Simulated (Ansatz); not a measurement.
## Band edges of RbBr (Pm-3m)

```
CELL_PARAMETERS angstrom
4.07009 0.00000 0.00000
0.00000 4.07009 0.00000
0.00000 0.00000 4.07009
ATOMIC_POSITIONS crystal
Rb 0.00000 0.00000 0.00000
Br 0.50000 0.50000 0.50000
```

Conventional cell: a = 4.070 Å, b = 4.070 Å, c = 4.070 Å, α = 90.00°, β = 90.00°, γ = 90.00°. Around Rb (atom 1) lie 8 Br at 3.52 Å. Br (atom 2) is surrounded by 8 Rb at 3.52 Å.

Computed, not measured; unless marked otherwise by PBEsol, all-electron LAPW in Ansatz 0.2.0, scalar-relativistic. k mesh 6×6×6, fixed occupations, basis error target 1 meV/atom. The cell was relaxed by PAW under this functional, which moved its volume by -4 % from the database entry's. The structure is one entry of a database and needn't be the stable phase.

Extrema are searched on a 10×10×10 mesh and refined by Newton steps; masses come from band slopes 0.005 Å⁻¹ away, 1/m* = (1/ħ²) d²E/dk², negative for holes (the finite step makes the lightest masses up to about 3 % heavy). k is in units of the reciprocal vectors.

(1) Where are the band edges, and is the gap direct?

(2) What are the electron masses at the edge?

(3) What are the hole masses at the edge?

(4) Along the Cartesian direction 11-2 the conduction slope is 0.1256 eV·Å one step out. What is it four steps out, and what does that say?

(5) What electronic dielectric constant and refractive index follow from the same bands (independent particles)?

(6) What gap does PAW give in the same cell?

(7) Cells strained by ±0.5 % (all lengths, zz alone, equal engineering shears γ in yz, zx, xy; ions relaxed) give deformation potentials. How do the edge levels move, in eV per unit strain against the centre of the top valence set?

## Answers

(1) The valence maximum lies at M (0.000, -0.500, -0.500) and the conduction minimum at Gamma (0.000, 0.000, 0.000), so the Kohn-Sham gap of 4.042 eV is indirect; the least direct gap on the mesh is 4.199 eV. A further valence extremum at Gamma (0.000, 0.000, 0.000) lies 0.157 eV from the edge (1 equivalent point).

(2) The principal masses are 0.303, 0.303, 0.303 mₑ. One valley has a density-of-states mass (m₁m₂m₃)^(1/3) = 0.303; the direction-averaged conductivity mass 3/Σ(1/mᵢ) is 0.303 mₑ.

(3) The principal masses are 0.462, 3.36, 3.36 mₑ. One valley has a density-of-states mass (m₁m₂m₃)^(1/3) = 1.74; 3 valleys give N^(2/3) times that, 3.61; the direction-averaged conductivity mass 3/Σ(1/mᵢ) is 1.09 mₑ.

(4) 0.5011 eV·Å, 3.991 times the first; a parabola would give 4, so the band is nearly parabolic here.

(5) ε∞ = (3.31, 3.31, 3.31), so n ≈ √ε∞ = 1.82 (mean over directions) well under the gap and the normal reflectivity is ((n − 1)/(n + 1))² = 0.084. Local fields, left out here, lower ε∞ by several per cent.

(6) 4.042 eV, 0 meV from the LAPW value.

(7) 

```tsv
point	k	side	bands	level (eV)	d/dlnV	d/dε_zz	d/dγ	split/ε_zz	split/γ
Gamma	0.00 0.00 0.00	valence	3	-0.157	0.00	-1.53	0.00*	5.28	0.77
Gamma	0.00 0.00 0.00	conduction	1	4.042	-3.47	-5.00	0.00*	–	–
M	0.00 0.50 0.50	valence	1	0.000	0.00	0.00	0.00	–	–
M	0.00 0.50 0.50	conduction	1	5.195	-0.17	-2.47	0.00	–	–
M	0.50 0.50 0.00	valence	1	0.000	0.00	-4.59	0.00	–	–
M	0.50 0.50 0.00	conduction	1	5.195	-0.17	-0.16	0.00	–	–
R	-0.50 -0.50 -0.50	valence	3	-1.467	2.65	1.12	0.00	1.78	0.60
X	0.00 -0.50 0.00	valence	2	-0.253	0.55	-1.63	0.00*	6.42	3.40
X	0.00 -0.50 0.00	conduction	1	6.799	0.07	-0.64	0.00*	–	–
X	0.00 0.00 -0.50	valence	2	-0.253	0.55	0.31	0.00*	0.00	3.40
X	0.00 0.00 -0.50	conduction	1	6.799	0.07	-3.13	0.00*	–	–
```

Sets with another level within 0.15 eV are left out, since it mixes in under strain; the reference set stays in any case. Entries marked * vanish by symmetry to first order; what they show is the residue of the finite step. These cells use a basis error target of 0.5 meV/atom.

Caveats: no spin-orbit coupling on heavy atoms; semilocal gaps are low, and what follows the gap (onsets, screening, light masses) shifts with it; without spin-orbit coupling, bands that meet at the valence top are not the light and heavy holes of experiment; the frozen-core PAW files of the compared runs were fitted under PBE, their cores solved anew for this functional.
